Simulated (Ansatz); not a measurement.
## TaS2 under changes of volume

One of the cells (18.984 Å³/atom); the others are scaled copies at fixed shape and fractional positions:

```
Ta S
1.0
     3.35000    0.00000    0.00000
    -1.67500    2.90119    0.00000
     0.00000    0.00000    5.86000
Ta S
1 2
Direct
  0.00000 0.00000 0.00000
  0.66667 0.33333 0.75000
  0.33333 0.66667 0.25000
```

- Program: Ansatz 0.2.0
- Functional: SVWN5
- Potentials or basis: Ansatz PAW
- Cutoff: 420 eV (not typed: the program's choice for these potentials)
- k mesh: 9 × 9 × 5
- Occupations: fermi-dirac, width 0.05 eV
- Spin: no spin polarisation

```tsv
volume (Å³/atom)	energy over the lowest point (meV/atom)	pressure (GPa)	largest force (eV/Å)
17.845	43.77	11.5	1.907
18.225	21.02	7.8	1.500
18.605	6.71	4.4	1.122
18.984	0.00	1.4	0.770
19.364	?	?	?
19.744	6.52	-3.9	0.137
20.123	18.47	-6.1	0.148
```

Problem. What does the run at 19.364 Å³/atom give?

Solution. Energy over the lowest point 0.16 meV/atom; pressure -1.4 GPa; largest force 0.442 eV/Å.

Worked out: A Birch-Murnaghan fit of order 3 (a polynomial in V^(-2/3)) to the other rows has its minimum at 19.16 Å³/atom with B0 = V·E''(V) = 139 GPa and B' = 4.1 at fixed shape and positions, which overstates the stiffness. It gives 0.15 meV/atom at 19.364 Å³/atom, against the run's 0.16, and -dE/dV = -1.4 GPa, against -1.4.

Energies are extrapolated to zero smearing.

Caveats: the PAW data sets come from PBE, with cores solved anew for the run's functional, which leaves a small shift of forces and pressure; forces of over 1 eV/Å show positions far from the minimum, so gaps and moduli don't describe the material at rest (some runs).
